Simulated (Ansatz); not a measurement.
# Al: a line through an energy map

One line of a two-coordinate grid on Al (Im-3m, No. 229; 2 atoms in the cell): equal normal strain along x and y is varied, at amplitude of mode 1 (107i cm⁻¹) = −0.089 Å.

Computed with Ansatz 0.2.0 (DFT PBE, scalar-relativistic, plane waves, PAW, unless a step's input says otherwise).

5 further runs of the same task are left out: 5 set aside as unsound or not needed.

**1. The system as given**

Symmetry: Im-3m, No. 229, cubic system. Conventional cell: a = 3.235 Å, b = 3.235 Å, c = 3.235 Å, α = 90.00°, β = 90.00°, γ = 90.00°. Al (site symmetry m-3m) has 8 Al at 2.80 Å as nearest neighbours.

As a file:

```xyz
1
Lattice="-1.6175 1.6175 1.6175 1.6175 -1.6175 1.6175 1.6175 1.6175 -1.6175" Properties=species:S:1:pos:R:3 pbc="T T T"
Al    0.0000    0.0000    0.0000
```

It goes back to an entry of the Materials Project, which need not be the stable form.

This cell was relaxed beforehand with the same method: volume 16.93 Å³/atom, gap on the mesh none (metal).

**2. What is varied**

The energy is mapped over a normal mode and a strain (zone-centre modes of the cell shown, which folds in the wave vector (0, 0, 1/2) of the primitive cell) (x along [1 0 0], y along [0 1 0], z along [0 0 1] of the conventional cell).

The axes are (1) amplitude of mode 1 (107i cm⁻¹), largest displacement in the unstrained cell: 11 values from −0.447 Å; (2) equal normal strain along x and y: 7 values from −4.00 %.

Nothing else is relaxed (the pattern is fixed in fractional coordinates). Energies count from the relaxed high-symmetry cell. Points are written as (first, second).

The modes come from a phonon run on the reference cell, made beforehand.

Displacement patterns for an amplitude of 1 (Å):

```
atom      x1      y1     z1
 Al1   0.707  -0.707  0.000
 Al2  -0.707   0.707  0.000
```

**3. Grid point (−0.089 Å, −4.00 %)**

input.yaml

```yaml
crystal:
  lattice:
    - [-1.5528098305, 1.5528098305, 1.6175102401]
    - [1.5528098305, -1.5528098305, 1.6175102401]
    - [3.1056196609, 3.1056196609, 0.0]
  atoms:
    - { symbol: Al, position: [0.0195409416, -0.0195409416, 0.0] }
    - { symbol: Al, position: [0.4804590584, 0.5195409416, 0.5] }
basis:
  ecutwfc: 420
kpoints:
  mp_grid: { grid: [20, 20, 12] }
hamiltonian:
  xc: pbe
scf:
  occupations: { method: gaussian, width: 0.15 }
output:
  forces: true
  stress: true
  eigenvalues: true
  write_density: true
  write_potential: true
  elf: true
  volumetric_format: npy
```

Started as:

```bash
ansatz run input.yaml --threads 1 --pin off --max-ram 2048MiB --backend cpu --events-out ev --progress --plain --runs-dir out
```

The session goes on with these runs: the other points of the line.

Before running it: what results should come out? Wanted: for each run, equal normal strain along x and y; energy; slope; pressure; largest force on an atom.

The runs gave:

| equal normal strain along x and y (%) | step | energy (meV) | slope (meV per %) | pressure (GPa) | largest force on an atom (eV/Å) |
| --- | --- | --- | --- | --- | --- |
| −4.00 | 3 | 38 | −25.1 | 6.7 | 0.071 |
| −2.67 | 4 | 11 | −15.6 | 4.2 | 0.081 |
| −1.33 | 5 | −3.9 | −7.2 | 1.9 | 0.089 |
| 0.00 | 6 | −9 | −0.1 | 0.0 | 0.094 |
| 1.33 | 7 | −4.3 | 6.8 | −1.8 | 0.095 |
| 2.67 | 8 | 9 | 13.1 | −3.3 | 0.093 |
| 4.00 | 9 | 30 | 18.6 | −4.6 | 0.089 |

Energies count from the relaxed high-symmetry cell. Slopes come from the forces (and the stress, where the cell changes), not from differences of energies.

What this shows: The lowest point of the line is at 0.00 %, −9 meV from the zero. A fit to energies and slopes at the lowest point and its two neighbours puts the minimum at 0.020 %, with a curvature of about 5.3 meV per %². The highest point computed, at −4.00 %, lies 47 meV above the lowest. This is one cut through a surface in two coordinates; the map's lowest point lies off it. A rigid map gives upper bounds: relaxing the other coordinates can only lower a point. The reference is no minimum along the unstable mode, and wells on the map were not tested along the other modes.
